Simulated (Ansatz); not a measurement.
Density of states of TePb (Fm-3m, a = 6.572 Å, b = 6.572 Å, c = 6.572 Å, α = 90.00°, β = 90.00°, γ = 90.00°), in states per eV and primitive cell, averaged over bins of 0.4 eV. Theory: Ansatz, DFT PBE, scalar-relativistic, plane waves, PAW.

Settings: cutoff 420 eV, Γ-centred mesh 8×8×8 on the computed 2-atom cell, Gaussian smearing of 0.02 eV; no spin polarisation.

The cell is relaxed at this level. The states (both spins) are summed by tetrahedra on a 12×12×12 mesh at the self-consistent density. Energies are bin centres; the table starts no lower than −8 eV and ends at 6 eV, or lower where the solved bands end.

The gap is 0.83 eV at this level, with the zero inside it.

```
E − E_F (eV) total Te 5p Pb 6p Pb 6s Te 5s
       -7.85   1.32   0.14   0.01   0.99   0.18
       -7.45   0.55   0.06   0.01   0.36   0.12
       -7.05   0.27   0.03   0.00   0.17   0.07
       -6.65   0.14   0.01   0.00   0.09   0.04
       -6.25   0.04   0.00   0.00   0.02   0.01
       -5.85   0.00   0.00   0.00   0.00   0.00
       -5.45   0.00   0.00   0.00   0.00   0.00
       -5.05   0.00   0.00   0.00   0.00   0.00
       -4.65   0.00   0.00   0.00   0.00   0.00
       -4.25   0.38   0.21   0.17   0.00   0.00
       -3.85   0.76   0.42   0.32   0.01   0.01
       -3.45   1.06   0.61   0.41   0.02   0.01
       -3.05   1.58   0.96   0.56   0.03   0.02
       -2.65   1.96   1.26   0.63   0.04   0.02
       -2.25   2.01   1.35   0.57   0.05   0.02
       -1.85   2.04   1.45   0.48   0.06   0.02
       -1.45   2.11   1.61   0.36   0.09   0.02
       -1.05   2.01   1.56   0.23   0.19   0.02
       -0.65   1.08   0.84   0.08   0.14   0.01
       -0.25   0.00   0.00   0.00   0.00   0.00
        0.15   0.00   0.00   0.00   0.00   0.00
        0.55   0.05   0.00   0.03   0.00   0.01
        0.95   0.78   0.06   0.59   0.01   0.09
        1.35   1.95   0.18   1.56   0.01   0.14
        1.75   1.56   0.25   1.17   0.02   0.07
        2.15   1.32   0.28   0.92   0.02   0.05
        2.55   1.29   0.32   0.85   0.01   0.03
        2.95   1.42   0.38   0.88   0.01   0.03
        3.35   1.89   0.44   0.98   0.01   0.02
        3.75   1.96   0.53   0.99   0.01   0.01
        4.15   1.34   0.39   0.65   0.01   0.01
        4.55   1.40   0.35   0.58   0.00   0.01
        4.95   1.41   0.26   0.42   0.00   0.00
```

The columns after the total are the Löwdin projections on the occupied valence shells of the potentials. The rest of the total lies in shells that are empty in the free atom, which aren't projected, and between the atoms.

Spin-orbit coupling is left out, which matters for the bands of heavy elements.